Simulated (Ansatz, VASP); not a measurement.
One calculation of WS2, two programs

```
W S
1.0
     3.18321    0.00000    0.00000
    -1.59160    2.75674    0.00000
     0.00000    0.00000   23.66876
W S
2 4
Direct
  0.66094 0.34677 0.36224
  0.33785 0.67556 0.63660
  0.68437 0.33076 0.70385
  0.32679 0.66659 0.42696
  0.66867 0.33238 0.57068
  0.32942 0.66257 0.29736
```

Change from the starting cell: atoms moved at random, drawn with an rms of 0.05 Å.

Alike in both runs: task single point; functional PBE; k mesh 10 × 10 × 2; occupations fermi-dirac, width 0.05 eV; no spin polarisation.

|  | VASP | Ansatz |
| --- | --- | --- |
| version | VASP 6.6.1 | Ansatz 0.2.0 |
| potentials or method | VASP PAW PBE potentials, release 64 (W_sv, S) | Ansatz PAW |
| plane-wave cutoff (eV) | 520 | 420 |
| valence electrons in the cell | 52 | 52 |

```csv
,VASP,Ansatz,Ansatz less VASP
gap on the k mesh at the Fermi level (eV),1.54,1.53,-0.017
least direct gap on the mesh (eV),2.00,1.99,-0.005
rms of the force components (eV/Å),0.524,0.523,-0.0001
```

Atom by atom the forces differ by 0.001 eV/Å (rms over components). With one functional, cell and mesh, what is left measures potentials, basis and numerics.

Caveats: spin-orbit coupling is left out, which moves the levels of the heavy elements.
